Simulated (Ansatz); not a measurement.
Runs of Ansatz 0.2.0 on TiAl3. It takes space group I4/mmm (No. 139, tetragonal). The conventional cell has a = 3.822 Å, b = 3.822 Å, c = 8.561 Å, α = 90.00°, β = 90.00°, γ = 90.00°. Ti (site symmetry 4/mmm) is surrounded by 12 Al at 2.70 to 2.87 Å. Al (site symmetry -4m2) is surrounded by 8 Al at 2.70 to 2.87 Å and 4 Ti at 2.87 Å. Around Al (site symmetry 4/mmm) lie 4 Ti at 2.70 Å and 8 Al at 2.87 Å. The cell comes from a database or a generator and needn't be the stable form of this composition.

| level | cell | cutoff (eV) | target pressure (GPa) | gap on the mesh (eV) | pressure (GPa) | relaxed volume (Å³/atom) |
| --- | --- | --- | --- | --- | --- | --- |
| PBEsol | relaxed to 30 GPa | 420 | 30 | none | 30.0 | - |
| PBEsol | relaxed to 5 GPa | 420 | 5 | none | 5.0 | - |
| PBEsol | relaxed to 2 GPa | 420 | 2 | none | 2.0 | - |
| PBE | relaxed | 420 | - | none | 0.0 | (a) |
| RPBE | relaxed | 420 | - | none | 0.0 | 16.28 |
| revPBE | relaxed | 420 | - | none | 0.0 | (b) |
| PBEsol | relaxed to 20 GPa | 420 | 20 | none | 20.0 | - |
| r2SCAN | relaxed | 500 | - | none | 0.0 | 15.65 |
| LDA | relaxed | 420 | - | none | 0.0 | 15.15 |
| BLYP | relaxed | 420 | - | none | 0.0 | 16.44 |
| PBEsol | relaxed to 10 GPa | 420 | 10 | none | 10.0 | - |
| PBEsol | relaxed | 420 | 0 | none | 0.0 | 15.57 |

Alike in all rows: task relaxation of cell and atoms; potentials or basis Ansatz PAW; no spin polarisation; k mesh 10 × 10 × 10; smearing fermi-dirac 0.05 eV.

Q: Estimate the missing entries.

A: (a) 15.94; (b) 16.19.

Caveats: the plane-wave basis is chosen anew once the cell has moved, so the energies of steps on either side of that aren't comparable; the PAW data sets come from PBE, with cores solved anew for the run's functional, which leaves a small shift of forces and pressure (some runs); the volume moved by over 15 % at a fixed basis, so the end points are rough (some runs).

A gap of «none» marks a metal or a gap under the smearing width.
